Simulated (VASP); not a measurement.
**Si: single point with PBE**

Si:

```
CELL_PARAMETERS angstrom
0.00000 5.60528 5.60528
5.60528 0.00000 5.60528
5.60528 5.60528 0.00000
ATOMIC_POSITIONS crystal
Si 0.00915 0.98203 0.01540
Si 0.13560 0.11193 0.13874
Si 0.03441 0.04253 0.49168
Si 0.15571 0.13978 0.66596
Si 0.05149 0.48253 0.95165
Si 0.12895 0.62780 0.11543
Si 0.02580 0.50722 0.49689
Si 0.19039 0.67981 0.56821
Si 0.48302 0.03119 0.98386
Si 0.62873 0.13755 0.12872
Si 0.53008 0.03348 0.50352
Si 0.65970 0.16668 0.59997
Si 0.49935 0.49930 0.03679
Si 0.65172 0.64694 0.10401
Si 0.57223 0.53564 0.47420
Si 0.67937 0.66212 0.63277
```

The cell was built by a generator and needn't be a form met in nature.

```
Program             : VASP 6.6.1
Task                : single point
Functional          : PBE
Potentials or basis : VASP PAW PBE potentials, release 64 (Si)
Cutoff              : 520 eV
k mesh              : 2 × 2 × 2
Occupations         : fermi-dirac, width 0.3 eV
Spin                : no spin polarisation
```

- Pressure: -5.3 GPa
- Largest force: 2.471 eV/Å
- Band gap on the k mesh: 0.46 eV, direct

Forces on the atoms (eV/Å):
```
Si   1.422 -0.196  0.214
Si   0.176 -1.254  0.070
Si   0.582  0.636 -0.354
Si  -1.161 -1.239  0.439
Si   1.381 -0.542  0.352
Si  -0.891  0.874 -0.870
Si  -0.004  0.749  1.576
Si  -0.662  0.567 -1.534
Si  -0.994  1.795  1.376
Si  -0.451  0.005 -0.553
Si  -0.532 -0.355 -0.353
Si   0.705  0.589 -0.076
Si  -0.326 -0.700  1.298
Si  -0.210  0.276  0.350
Si   0.577 -0.501 -0.134
Si   0.390 -0.704 -1.802
```

Stress tensor (GPa, compression positive):
```
-4.94 -1.44 -0.40
-1.44 -5.28 -0.60
-0.40 -0.60 -5.63
```

Levels at points of the mesh, in eV from the valence-band top:
| k point | band 30 | band 31 | band 32 | band 33 | band 34 | band 35 |
| --- | --- | --- | --- | --- | --- | --- |
| (0.00, 0.00, 0.00) | -0.18 | -0.05 | 0.00 | 0.46 | 0.51 | 0.67 |
| (0.50, 0.00, 0.00) | -0.80 | -0.41 | -0.34 | 0.98 | 1.19 | 1.27 |
| (0.00, 0.50, 0.00) | -0.72 | -0.55 | -0.24 | 0.88 | 1.25 | 1.37 |
| (0.00, 0.00, 0.50) | -0.64 | -0.50 | -0.29 | 0.99 | 1.18 | 1.37 |
| (0.50, 0.50, 0.50) | -0.71 | -0.55 | -0.49 | 0.84 | 0.91 | 1.09 |
| (0.50, 0.50, 0.00) | -1.15 | -0.96 | -0.80 | 0.89 | 1.10 | 1.95 |
| (0.00, 0.50, 0.50) | -1.06 | -0.94 | -0.89 | 1.04 | 1.14 | 1.97 |
| (0.50, 0.00, 0.50) | -1.12 | -0.96 | -0.78 | 1.07 | 1.25 | 1.95 |

Wall time 7.1 min on 1 thread of AMD EPYC 7R43 64-Core Processor (Zen 3), with other jobs on the host, peak memory 0.42 GiB.

Caveat: the k mesh is coarse (spacing up to 0.49 Å⁻¹), so the values aren't converged; forces of over 1 eV/Å show positions far from the minimum, so gaps and moduli don't describe the material at rest. Expect the measured gap to be larger: semilocal functionals such as PBE lack the derivative discontinuity.
